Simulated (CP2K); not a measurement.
Nb under changes of volume

One of the cells (18.922 Å³/atom); the others are scaled copies at fixed shape and fractional positions:

```
CELL_PARAMETERS angstrom
2.99106 0.00000 0.00000
1.49553 2.59034 0.00000
1.49553 0.86345 2.44219
ATOMIC_POSITIONS crystal
Nb 0.00000 0.00000 0.00000
```

This isn't the form of Nb at room conditions, which is bcc.

```yaml
Program: CP2K 2026.2
Functional: r2SCAN
Potentials_or_basis: POTENTIAL_UZH Nb GTH-SCAN-q13; TZVP-MOLOPT-SCAN-GTH basis
Density_cutoff: 9184 eV
k_mesh: 11 × 11 × 11
Occupations: fermi-dirac, width 0.05 eV
Spin: no spin polarisation
```

| volume (Å³/atom) | energy over the lowest point (meV/atom) | pressure (GPa) |
| --- | --- | --- |
| 17.786 | ? | ? |
| 18.165 | 6.81 | 4.8 |
| 18.543 | 0.00 | 1.1 |
| 18.922 | 1.64 | -2.2 |
| 19.300 | 10.88 | -5.2 |
| 19.679 | 26.88 | -7.9 |
| 20.057 | 48.86 | -10.3 |

Q: What does the run at 17.786 Å³/atom give?

A: Energy over the lowest point 23.08 meV/atom; pressure 8.9 GPa.

Worked out: A Birch-Murnaghan fit of order 3 (a polynomial in V^(-2/3)) to the other rows has its minimum at 18.65 Å³/atom with B0 = V·E''(V) = 171 GPa and B' = 4.6. It gives 23.19 meV/atom at 17.786 Å³/atom, against the run's 23.08, and -dE/dV = 9.1 GPa, against 8.9.

Energies are extrapolated to zero smearing.

Caveats: the basis of atomic orbitals isn't converged, which shifts pressures, moduli and gaps.
